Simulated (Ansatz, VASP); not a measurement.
# SiC (void in SiC) in two plane-wave programs, part 2 of 3

One calculation is typed for both programs; each brings its own data sets. How far apart do they land? Of the first pair: The structure shown is the start of the Ansatz relaxation below; VASP solves that cell, so the two are compared at the walk's first step.

VASP 6.6.1 and Ansatz 0.2.0.

So far: The starting structure; Ansatz: relaxation, LDA.

### Step 3. VASP: single point, LDA, start cell, pair 1

Level of this step: LDA, zero-moment start; plane waves and PAW (Si, C) (VASP).

The same cell, functional (in two slightly different forms), mesh and smearing now go to VASP, with its own data sets.

Lines of VASP's logs that name or quote its potential files are left out, and so is its time.

Contents of INCAR:

```
SYSTEM = SiC
PREC = Accurate
ENCUT = 520
EDIFF = 1E-06
NELM = 200
ISMEAR = -1
SIGMA = 0.05
LREAL = Auto
ALGO = Normal
GGA = PW92
NBANDS = 184
ISPIN = 2
MAGMOM = 0 -0 -0 0 0 -0 -0 0 0 0 0 0 0 -0 0 0 -0 -0 0 0 -0 -0 0 0 -0 0 0 0 0 0 0 0 0 0 0 -0 -0 0 -0 -0 0 0 0 0 0 0 0 -0 -0 0 0 0 -0 -0 -0 -0 0 -0 0 -0 0 0 -0 -0 0 0 0 0
LORBIT = 11
LWAVE = .FALSE.
LCHARG = .FALSE.
ISIF = 2
LASPH = .TRUE.
GGA_COMPAT = .FALSE.
KPAR = 4
```

Contents of POSCAR:

```
SiC
1.0
    9.0925900000     -0.0248800000     -0.0803200000
   -4.5678500000      7.8586700000      0.0867200000
   -0.0878700000      0.0588200000      9.8795200000
Si C
34 34
Direct
    0.0007643921      0.9983339876      0.0058085689
    0.1142387077      0.2198839466      0.2541122764
    0.0088322612      0.9868410664      0.4889742164
    0.0989543515      0.2154760467      0.7532614875
    0.9993680677      0.3329361930      0.0038865265
    0.1164101181      0.5525827292      0.2555417760
    0.9900251685      0.3267207701      0.5005289322
    0.1090298521      0.5534900588      0.7534332255
    0.0003107638      0.6648452700      0.0001386281
    0.1141151736      0.8835428772      0.2493587636
    0.0047549310      0.6588795192      0.5015571489
    0.1112907274      0.8898994039      0.7521789313
    0.3347662533      0.9996241402      0.9998766155
    0.4460716093      0.2188404208      0.2482762958
    0.3374340848      0.9995026886      0.4970004446
    0.4381835424      0.2268251179      0.7422349090
    0.3326422721      0.3356681313      0.9957678801
    0.4534416501      0.5536613505      0.2573917479
    0.4350691443      0.5647548600      0.7327855212
    0.3341866545      0.6666545277      0.0016427510
    0.4468525234      0.8830195751      0.2543054457
    0.3436488332      0.6600317746      0.5147581987
    0.4454466195      0.8940514298      0.7519136691
    0.6670495983      0.0010228056      0.0026912974
    0.7794807884      0.2215743216      0.2501531422
    0.6721857868      0.0134756287      0.5002288933
    0.7739945017      0.2259994263      0.7497802088
    0.6664091729      0.3350725873      0.9972011282
    0.7775602593      0.5573138740      0.2482128060
    0.6590762827      0.3398554330      0.4927936523
    0.7775663159      0.5591996993      0.7460038877
    0.6654786272      0.6677561366      0.9959535920
    0.7759747651      0.8812896036      0.2540306471
    0.7846737178      0.9023485948      0.7525136163
    0.1118365331      0.2218120161      0.0634997624
    0.0033906059      0.9943604780      0.3065879104
    0.0216643225      0.1618961516      0.5788945661
    0.0024516001      0.9971745084      0.8210744995
    0.1132505603      0.5558692564      0.0650225216
    0.0016516191      0.3289238669      0.3134472505
    0.1126790243      0.5463673995      0.5658341092
    0.9957763123      0.3326843736      0.8163585239
    0.1129386856      0.8851038853      0.0624033380
    0.0012831500      0.6604730162      0.3143904605
    0.1132523189      0.8795748724      0.5632277371
    0.9985989520      0.6655847875      0.8098255740
    0.4450617369      0.2223325390      0.0566997871
    0.3364354540      0.9948642884      0.3104450282
    0.4459953016      0.2200079956      0.5563775618
    0.3343638980      0.0047163755      0.8101757073
    0.4449858418      0.5551350827      0.0603166903
    0.3377247966      0.3271055154      0.3007190092
    0.3280493623      0.3390559610      0.7996082797
    0.4446354319      0.8867237471      0.0644886021
    0.3394133518      0.6598202628      0.3219126098
    0.4508977231      0.8893155752      0.5641058127
    0.3312190973      0.6710006467      0.8138061709
    0.7769618400      0.2235725455      0.0620189406
    0.6704598540      0.9994650100      0.3130797579
    0.7701727283      0.2371730306      0.5609880468
    0.6662692429      0.0041770065      0.8152169858
    0.7788095412      0.5563175245      0.0571394285
    0.6697997269      0.3337146891      0.3079055031
    0.6621621574      0.3370637840      0.8058746471
    0.7777738283      0.8888556803      0.0616719465
    0.6720966719      0.6637700385      0.3072437393
    0.8371548169      0.9809524480      0.5788309633
    0.6633946458      0.6711070004      0.7938933732
```

Contents of KPOINTS:

```
Automatic mesh
0
Gamma
2 2 1
0 0 0
```

PAW data sets: Si and C (LDA family, release 64).

The run is started by

```bash
mpirun -np 8 vasp_std
```

Numbers of over 12 decimals in the logs are rounded to 6 here.

What it wrote:

```text
[banner, memory and clock lines left out]
running    8 mpi-ranks, on    1 nodes
[...]
|                                                                             |
|           W    W    AA    RRRRR   N    N  II  N    N   GGGG   !!!           |
|           W    W   A  A   R    R  NN   N  II  NN   N  G    G  !!!           |
|           W    W  A    A  R    R  N N  N  II  N N  N  G       !!!           |
|           W WW W  AAAAAA  RRRRR   N  N N  II  N  N N  G  GGG   !            |
|           WW  WW  A    A  R   R   N   NN  II  N   NN  G    G                |
|           W    W  A    A  R    R  N    N  II  N    N   GGGG   !!!           |
|                                                                             |
|     For optimal performance we recommend to set                             |
|       NCORE = 2 up to number-of-cores-per-socket                            |
|     NCORE specifies how many cores store one orbital (NPAR=cpu/NCORE).      |
|     This setting can greatly improve the performance of VASP for DFT.       |
[...]
|                                                                             |
|     You enforced a specific xc type in the INCAR file but a different       |
|     [... a line on the potential file left out ...]
|     I HOPE YOU KNOW WHAT YOU ARE DOING!                                     |
|                                                                             |

 LDA part: xc-table for (Slater(with rela. corr.)+PW92), standard interpolation
 POSCAR, INCAR and KPOINTS ok, starting setup
[...]
entering main loop
       N       E                     dE             d eps       ncg     rms          rms(c)
DAV:   1     0.837472559797E+03    0.83747E+03   -0.12502E+05  2944   0.134E+03
DAV:   2    -0.526786212401E+03   -0.13643E+04   -0.12850E+04  3576   0.243E+02
DAV:   3    -0.626775865820E+03   -0.99990E+02   -0.98718E+02  3584   0.625E+01
DAV:   4    -0.629563621368E+03   -0.27878E+01   -0.27746E+01  3632   0.114E+01
[...]
DAV:  18    -0.553121386104E+03    0.50312E-04   -0.11352E-04  3616   0.300E-02    0.220E-02
DAV:  19    -0.553121382953E+03    0.31510E-05   -0.33895E-05  3320   0.138E-02    0.142E-02
DAV:  20    -0.553121382639E+03    0.31471E-06   -0.85214E-06  3480   0.654E-03
   1 F= -.55312138E+03 E0= -.55309411E+03  d E =-.545484E-01  mag=     0.0005
```

From OUTCAR (step 3):

```text
  FREE ENERGIE OF THE ION-ELECTRON SYSTEM (eV)
  ---------------------------------------------------
  free  energy   TOTEN  =      -553.1213826388 eV

  energy  without entropy=     -553.0668341967  energy(sigma->0) =     -553.09410842

 magnetization (x)
# of ion       s       p       d       tot
------------------------------------------
    1       -0.000   0.000   0.000   0.000
    2        0.000   0.000   0.000   0.000
    3       -0.000   0.000   0.000   0.000
    4        0.000   0.000   0.000   0.000
    5        0.000   0.000   0.000   0.000
    6       -0.000  -0.000   0.000  -0.000
    7       -0.000  -0.000   0.000  -0.000
    8       -0.000  -0.000   0.000  -0.000
    9        0.000   0.000   0.000   0.000
   10       -0.000  -0.000   0.000  -0.000
   11       -0.000   0.000   0.000  -0.000
   12       -0.000   0.000   0.000   0.000
   13       -0.000  -0.000   0.000  -0.000
[...]
--------------------------------------------------
tot          0.000   0.000   0.000   0.000
```

The run ends at a pressure of 7.04 GPa, with forces up to 0.37 eV/Å.

### Step 4. Side by side

Known differences besides the potentials themselves: the cutoff is 420 eV in Ansatz and 520 eV in VASP (PREC = Accurate, projectors in real space); VASP's log shows a relativistic correction to its local exchange, Ansatz's none. Total energies have different zeros and are not compared.

Forces on 10 of the 68 atoms, those with the largest forces and the largest differences (eV/Å; atoms numbered as in POSCAR):

```
atom          Ansatz x, y, z            VASP x, y, z
Si11   -0.232, -0.109, 0.072   -0.230, -0.114, 0.075
Si19   0.058, -0.032, -0.245   0.059, -0.029, -0.249
Si30    -0.054, 0.363, 0.018    -0.056, 0.366, 0.015
Si31   -0.018, 0.029, -0.250   -0.017, 0.029, -0.252
 C37    0.097, 0.103, -0.014    0.108, 0.124, -0.022
 C44   -0.001, -0.024, 0.006  -0.004, -0.038, -0.012
 C49   -0.274, 0.135, -0.106   -0.287, 0.138, -0.101
 C52    -0.011, 0.004, 0.284    -0.008, 0.009, 0.284
 C66    0.020, -0.005, 0.343    0.020, -0.010, 0.352
 C67  -0.047, -0.117, -0.026  -0.055, -0.139, -0.030
```

The forces differ by 5.0 meV/Å r.m.s., which is 7.2 % of the r.m.s. force of 0.069 eV/Å (both taken over all components). Moments aren't recorded for both runs of this pair, so they may hold unlike magnetic states.

### Step 5. Ansatz: relaxation, LDA

The two programs are compared at the cell with which this relaxation starts, whose forces are those of its first step. The cell compared in this pair holds 726.47 Å³, against 704.74 Å³ for the pair before.

The structure compared here is the start of the Ansatz relaxation; VASP solves that cell, so the two are compared at the walk's first step.

Contents of input.yaml:

```yaml
crystal:
  lattice:
    - [9.18513, 0.06672, -0.08114]
    - [-4.53507, 7.89273, 0.08761]
    - [-0.08818, 0.05853, 9.98034]
  atoms:
    - { symbol: Si, position: [0.00076, 0.99833, 0.00581] }
    - { symbol: C, position: [0.11184, 0.22181, 0.0635] }
    - { symbol: Si, position: [0.11424, 0.21989, 0.25411] }
    - { symbol: C, position: [0.00339, 0.99436, 0.30659] }
    - { symbol: Si, position: [0.00883, 0.98684, 0.48897] }
    - { symbol: C, position: [0.02166, 0.16189, 0.57889], spin: 0.6 }
    - { symbol: Si, position: [0.09895, 0.21547, 0.75326] }
    - { symbol: C, position: [0.00245, 0.99718, 0.82107] }
    - { symbol: Si, position: [0.99936, 0.33293, 0.00389] }
    - { symbol: C, position: [0.11325, 0.55587, 0.06502] }
    - { symbol: Si, position: [0.11641, 0.55258, 0.25554] }
    - { symbol: C, position: [0.00166, 0.32893, 0.31345] }
    - { symbol: Si, position: [0.99002, 0.32672, 0.50053] }
    - { symbol: C, position: [0.11268, 0.54637, 0.56583] }
    - { symbol: Si, position: [0.10903, 0.55349, 0.75343] }
    - { symbol: C, position: [0.99578, 0.33269, 0.81636] }
    - { symbol: Si, position: [0.00031, 0.66484, 0.00014] }
    - { symbol: C, position: [0.11294, 0.8851, 0.0624] }
    - { symbol: Si, position: [0.11411, 0.88354, 0.24936] }
    - { symbol: C, position: [0.00128, 0.66047, 0.31439] }
    - { symbol: Si, position: [0.00476, 0.65888, 0.50156] }
    - { symbol: C, position: [0.11325, 0.87958, 0.56323] }
    - { symbol: Si, position: [0.11129, 0.8899, 0.75218] }
    - { symbol: C, position: [0.9986, 0.66558, 0.80983] }
    - { symbol: Si, position: [0.33477, 0.99963, 0.99988] }
    - { symbol: C, position: [0.44506, 0.22233, 0.0567] }
    - { symbol: Si, position: [0.44607, 0.21884, 0.24828] }
    - { symbol: C, position: [0.33643, 0.99486, 0.31044] }
    - { symbol: Si, position: [0.33743, 0.9995, 0.497] }
    - { symbol: C, position: [0.446, 0.22001, 0.55638], spin: 0.6 }
    - { symbol: Si, position: [0.43818, 0.22682, 0.74223] }
    - { symbol: C, position: [0.33436, 0.00471, 0.81018] }
    - { symbol: Si, position: [0.33264, 0.33567, 0.99577] }
    - { symbol: C, position: [0.44498, 0.55513, 0.06032] }
    - { symbol: Si, position: [0.45344, 0.55366, 0.25739] }
    - { symbol: C, position: [0.33773, 0.32711, 0.30072], spin: 0.6 }
    - { symbol: Si, position: [0.43507, 0.56475, 0.73279], spin: 0.6 }
    - { symbol: C, position: [0.32805, 0.33905, 0.79961] }
    - { symbol: Si, position: [0.33418, 0.66665, 0.00164] }
    - { symbol: C, position: [0.44463, 0.88672, 0.06449] }
    - { symbol: Si, position: [0.44685, 0.88302, 0.25431] }
    - { symbol: C, position: [0.33941, 0.65982, 0.32191] }
    - { symbol: Si, position: [0.34365, 0.66003, 0.51476], spin: 0.6 }
    - { symbol: C, position: [0.4509, 0.88931, 0.56411] }
    - { symbol: Si, position: [0.44545, 0.89405, 0.75191] }
    - { symbol: C, position: [0.33122, 0.671, 0.81381] }
    - { symbol: Si, position: [0.66705, 0.00102, 0.00269] }
    - { symbol: C, position: [0.77696, 0.22357, 0.06202] }
    - { symbol: Si, position: [0.77948, 0.22157, 0.25015] }
    - { symbol: C, position: [0.67046, 0.99946, 0.31308] }
    - { symbol: Si, position: [0.67218, 0.01347, 0.50023] }
    - { symbol: C, position: [0.77017, 0.23717, 0.56099] }
    - { symbol: Si, position: [0.77399, 0.226, 0.74978] }
    - { symbol: C, position: [0.66627, 0.00418, 0.81522] }
    - { symbol: Si, position: [0.66641, 0.33507, 0.9972] }
    - { symbol: C, position: [0.77881, 0.55632, 0.05714] }
    - { symbol: Si, position: [0.77756, 0.55731, 0.24821] }
    - { symbol: C, position: [0.6698, 0.33371, 0.30791] }
    - { symbol: Si, position: [0.65907, 0.33985, 0.49279] }
    - { symbol: Si, position: [0.77757, 0.5592, 0.746], spin: 0.6 }
    - { symbol: C, position: [0.66217, 0.33707, 0.80587] }
    - { symbol: Si, position: [0.66548, 0.66776, 0.99595] }
    - { symbol: C, position: [0.77777, 0.88885, 0.06167] }
    - { symbol: Si, position: [0.77598, 0.88129, 0.25403] }
    - { symbol: C, position: [0.6721, 0.66377, 0.30724], spin: 0.6 }
    - { symbol: C, position: [0.83715, 0.98095, 0.57883], spin: 0.6 }
    - { symbol: Si, position: [0.78467, 0.90235, 0.75251] }
    - { symbol: C, position: [0.6634, 0.67111, 0.79389] }
magnetization:
  spin_polarized: true
kpoints:
  mp_grid: { grid: [2, 2, 1] }
hamiltonian:
  xc: lda
  pseudopotentials: { kind: paw, azcp: { folder: soft_1 }, xc_functional: pbe }
scf:
  occupations: { method: fermi_dirac, width: 0.05 }
  lower_state_search: "off"
output:
  forces: true
  eigenvalues: true
  stress: true
relax:
  f_tol: 0.05
  max_steps: 70
```

The run is started by

```bash
ansatz run input.yaml --threads 4 --pin off --max-ram 8192MiB --backend cpu --events-out ev --progress --plain --runs-dir out
```

What it wrote:

```text
[...]
Crystal: 68 atoms, lattice volume = 726.470 Å³
Basis set: ecut = 420 eV, 14205 PW (Γ)
Bands: 207, of which v1, the nominal top of the filled ones, is band 136 counted from 1 (135 counted from 0)
Symmetry: 1 space group operations
[...]
k-points: 4
[...]
Starting moments: Σ|m| = 4.8 μB on 8 of 68 sites
[...]
- { symbol: Si, position: [0.109229, 0.553346, 0.753574] }
    - { symbol: C, position: [0.994524, 0.332635, 0.816543] }
[...]
- { symbol: Si, position: [0.777970, 0.559735, 0.744957] }
[...]
- { symbol: Si, position: [0.665476, 0.667730, 0.995952] }
    - { symbol: C, position: [0.778819, 0.888766, 0.061763] }
    - { symbol: Si, position: [0.775947, 0.880912, 0.254077] }
    - { symbol: C, position: [0.670929, 0.663523, 0.307736] }
    - { symbol: C, position: [0.837667, 0.980344, 0.579105] }
    - { symbol: Si, position: [0.784879, 0.902262, 0.752765] }
    - { symbol: C, position: [0.662513, 0.671235, 0.794049] }
```

### Step 6. VASP: single point, LDA, start cell, pair 2

The same cell, functional (in two slightly different forms), mesh and smearing now go to VASP, with its own data sets.

Contents of INCAR:

```
SYSTEM = SiC
PREC = Accurate
ENCUT = 520
EDIFF = 1E-06
NELM = 200
ISMEAR = -1
SIGMA = 0.05
LREAL = Auto
ALGO = Normal
GGA = PW92
NBANDS = 184
ISPIN = 2
MAGMOM = 0 -0 0 0 -0 -0 -0 -0 0 -0 -0 0 -0 0 0 -0 0 0 0 0 0 0 0 0 0 0 0 0 0 0 0 0 0 0 -0 0 0 0 0 0 0 -0 -0 -0 0 0 -0 0 -0.01 -0 0 -0.01 0 -0 -0 0 0 0 0 0 0 0 0 -0 0 0.03 0 0
LORBIT = 11
LWAVE = .FALSE.
LCHARG = .FALSE.
ISIF = 2
LASPH = .TRUE.
GGA_COMPAT = .FALSE.
KPAR = 4
```

Contents of POSCAR:

```
SiC
1.0
    9.1851300000      0.0667200000     -0.0811400000
   -4.5350700000      7.8927300000      0.0876100000
   -0.0881800000      0.0585300000      9.9803400000
Si C
34 34
Direct
    0.0007605637      0.9983249296      0.0058112715
    0.1142398792      0.2198865096      0.2541100971
    0.0088319638      0.9868437764      0.4889672338
    0.0989504377      0.2154653647      0.7532560933
    0.9993528653      0.3329260619      0.0038896309
    0.1164086949      0.5525815154      0.2555357568
    0.9900193465      0.3267246716      0.5005346332
    0.1090285946      0.5534875185      0.7534267909
    0.0003037872      0.6648360767      0.0001381076
    0.1141118388      0.8835462112      0.2493553878
    0.0047548821      0.6588754862      0.5015622444
    0.1112876088      0.8899012215      0.7521753398
    0.3347671587      0.9996339807      0.9998842799
    0.4460716175      0.2188350867      0.2482803300
    0.3374297018      0.9995017409      0.4969983686
    0.4381745713      0.2268191643      0.7422274049
    0.3326330078      0.3356664359      0.9957658863
    0.4534371956      0.5536590461      0.2573946203
    0.4350702614      0.5647452443      0.7327930982
    0.3341771239      0.6666524089      0.0016442039
    0.4468484737      0.8830153228      0.2543096040
    0.3436506672      0.6600305407      0.5147578679
    0.4454448221      0.8940468809      0.7519098493
    0.6670515316      0.0010182719      0.0026888213
    0.7794740480      0.2215649701      0.2501453074
    0.6721814298      0.0134647477      0.5002295668
    0.7739957574      0.2260021728      0.7497842724
    0.6664111049      0.3350641416      0.9972022624
    0.7775638326      0.5573094409      0.2482145547
    0.6590674858      0.3398550407      0.4927890268
    0.7775739191      0.5592053806      0.7459966659
    0.6654817311      0.6677545347      0.9959475542
    0.7759822199      0.8812866789      0.2540347996
    0.7846677653      0.9023496956      0.7525107447
    0.1118376567      0.2218144541      0.0634989733
    0.0033897562      0.9943617990      0.3065886541
    0.0216588493      0.1618923685      0.5788854897
    0.0024481869      0.9971808943      0.8210677820
    0.1132532980      0.5558708214      0.0650167760
    0.0016606390      0.3289284053      0.3134479714
    0.1126852200      0.5463716120      0.5658299879
    0.9957819188      0.3326960228      0.8163599884
    0.1129399878      0.8850945228      0.0624047697
    0.0012848653      0.6604701924      0.3143921410
    0.1132501260      0.8795788132      0.5632302322
    0.9986010614      0.6655838698      0.8098336016
    0.4450649975      0.2223294506      0.0567049109
    0.3364293389      0.9948627585      0.3104441282
    0.4459949251      0.2200098803      0.5563751298
    0.3343556909      0.0047096110      0.8101845239
    0.4449764044      0.5551286944      0.0603156366
    0.3377273391      0.3271068362      0.3007157438
    0.3280535342      0.3390475655      0.7996134707
    0.4446354048      0.8867222826      0.0644859772
    0.3394109921      0.6598240828      0.3219061295
    0.4508956148      0.8893119492      0.5641063381
    0.3312223683      0.6710059275      0.8138088035
    0.7769566492      0.2235641619      0.0620175070
    0.6704547371      0.9994568072      0.3130793426
    0.7701718163      0.2371649785      0.5609942865
    0.6662688339      0.0041850652      0.8152221667
    0.7788125131      0.5563212425      0.0571376870
    0.6697948953      0.3337108354      0.3079064192
    0.6621709812      0.3370762895      0.8058740784
    0.7777745915      0.8888555734      0.0616748521
    0.6721021733      0.6637721624      0.3072421672
    0.8371480829      0.9809491475      0.5788264970
    0.6634011298      0.6711076215      0.7938940586
```

KPOINTS is that of step 3.

The run is started by

```bash
mpirun -np 8 vasp_std
```

What it wrote:

```text
[banner, memory and clock lines left out]
running    8 mpi-ranks, on    1 nodes
[...]
[... a notice as in an earlier step ...]

 [... a notice as in an earlier step ...]

 LDA part: xc-table for (Slater(with rela. corr.)+PW92), standard interpolation
 POSCAR, INCAR and KPOINTS ok, starting setup
[...]
entering main loop
       N       E                     dE             d eps       ncg     rms          rms(c)
DAV:   1     0.825363568354E+03    0.82536E+03   -0.12355E+05  2944   0.133E+03
DAV:   2    -0.522126364421E+03   -0.13475E+04   -0.12684E+04  3584   0.240E+02
DAV:   3    -0.623492445498E+03   -0.10137E+03   -0.10007E+03  3592   0.623E+01
DAV:   4    -0.626443729168E+03   -0.29513E+01   -0.29365E+01  3640   0.116E+01
[...]
DAV:  19    -0.553404999305E+03    0.14342E-05   -0.35798E-05  3312   0.135E-02    0.161E-02
DAV:  20    -0.553404998122E+03    0.11834E-05   -0.97142E-06  3432   0.746E-03    0.996E-03
DAV:  21    -0.553404997331E+03    0.79067E-06   -0.50570E-06  3312   0.518E-03
   1 F= -.55340500E+03 E0= -.55337701E+03  d E =-.559686E-01  mag=    -0.0001
```

Parts of OUTCAR (step 6):

```text
  FREE ENERGIE OF THE ION-ELECTRON SYSTEM (eV)
  ---------------------------------------------------
  free  energy   TOTEN  =      -553.4049973310 eV

  energy  without entropy=     -553.3490287186  energy(sigma->0) =     -553.37701302

 magnetization (x)
# of ion       s       p       d       tot
------------------------------------------
    1        0.000  -0.000   0.000  -0.000
    2        0.000   0.000   0.000   0.000
    3        0.000  -0.000   0.000  -0.000
    4        0.000  -0.000   0.000   0.000
    5       -0.000  -0.000   0.000  -0.000
    6        0.000   0.000   0.000   0.000
    7        0.000  -0.000   0.000   0.000
    8       -0.000   0.000   0.000  -0.000
    9        0.000  -0.000   0.000  -0.000
   10        0.000   0.000   0.000   0.000
   11       -0.000  -0.000   0.000  -0.000
   12        0.000  -0.000   0.000  -0.000
   13        0.000   0.000   0.000   0.000
[...]
--------------------------------------------------
tot         -0.000  -0.000   0.000  -0.000
```

The run ends at a pressure of 0.20 GPa, with forces up to 0.41 eV/Å.

(Part 2 of 3 ends here.)

[Lines on the potential files, build, host, timing and source positions are cut from VASP's logs without a mark.]

[Logs are printed without paths, hosts, clocks, repeated set-up lines and the standing remarks that a program may print on its own settings, such as how far it seeks lower states.]

[Hosts, paths, dates, database ids (printed as entryN), source tags and the programs' standing remarks are cut or masked in the printed files.]
